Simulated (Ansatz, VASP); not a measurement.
Two plane-wave programs on AlCr2C

The input INCAR:

```
PREC = Accurate
ENCUT = 600
EDIFF = 1E-6
ISMEAR = 0
SIGMA = 0.1
LREAL = F
LASPH = T
NELM = 100
ALGO = Normal
ISIF = 3
LWAVE = F
LCHARG = F
GGA = PS
IBRION = 2
NSW = 70
EDIFFG = -0.005
```

Contents of KPOINTS:

```
Automatic mesh
0
Gamma
  15 15 4
```

The input POSCAR:

```
AlCr2C
1.0
    2.8413176500      0.0000000000      0.0000000000
   -1.4206588250      2.4606532651      0.0000000000
    0.0000000000      0.0000000000     12.6988000039
Al Cr C
2 4 2
Direct
    0.6666666667      0.3333333333      0.2500000000
    0.3333333333      0.6666666667      0.7500000000
    0.3333333333      0.6666666667      0.4157760843
    0.6666666667      0.3333333333      0.9157760843
    0.6666666667      0.3333333333      0.5842239157
    0.3333333333      0.6666666667      0.0842239157
    0.0000000000      0.0000000000      0.5000000000
    0.0000000000      0.0000000000      0.0000000000
```

Input for Ansatz:

```yaml
crystal:
  lattice:
    - [2.84131765, 0.0, 0.0]
    - [-1.420658825, 2.4606532651, 0.0]
    - [0.0, 0.0, 12.6988000039]
  atoms:
    - { symbol: Al, position: [0.6666666667, 0.3333333333, 0.25] }
    - { symbol: Al, position: [0.3333333333, 0.6666666667, 0.75] }
    - { symbol: Cr, position: [0.3333333333, 0.6666666667, 0.4157760843] }
    - { symbol: Cr, position: [0.6666666667, 0.3333333333, 0.9157760843] }
    - { symbol: Cr, position: [0.6666666667, 0.3333333333, 0.5842239157] }
    - { symbol: Cr, position: [0.3333333333, 0.6666666667, 0.0842239157] }
    - { symbol: C, position: [0.0, 0.0, 0.5] }
    - { symbol: C, position: [0.0, 0.0, 0.0] }
basis:
  ecutwfc: 420
kpoints:
  mp_grid: { grid: [15, 15, 4] }
hamiltonian:
  xc: pbesol
scf:
  occupations: { method: gaussian, width: 0.1 }
output:
  forces: true
  stress: true
  eigenvalues: true
relax:
  adjacent_minimum: "off"
  f_tol: 0.005
  max_steps: 50
  cell: { stress_tol: 0.05 }
```

Alike in both runs: task relaxation of cell and atoms; functional PBEsol; k mesh 15 × 15 × 4; occupations gaussian, width 0.1 eV; no spin polarisation.

|  | VASP | Ansatz |
| --- | --- | --- |
| version | VASP 6.6.1 | Ansatz 0.2.0 |
| potentials or method | VASP PAW PBE potentials, release 64 (Al, Cr_pv, C) | scalar-relativistic, plane waves, PAW |
| plane-wave cutoff (eV) | 600 | 420 |
| valence electrons in the cell | 62 | 70 |

```tsv
	VASP	Ansatz	Ansatz less VASP
gap on the k mesh at the Fermi level, each at its own relaxed structure (eV)	none	none	-
relaxed volume (Å³/atom)	10.79	10.79	+0.002
relaxed cell length with the largest relative difference (Å)	12.588	12.593	+0.0050
energy change over the relaxation (meV/atom)	-6	-6	0.0
```

A gap of «none» marks a metal or a gap that the smearing closes. The two sets of potentials don't hold the same shells in valence.

Caveats: the PAW data sets were made with another functional, which shifts forces and pressure a little (VASP). Spin polarisation is off, so any magnetic state and its effect on volume and gap are missing.
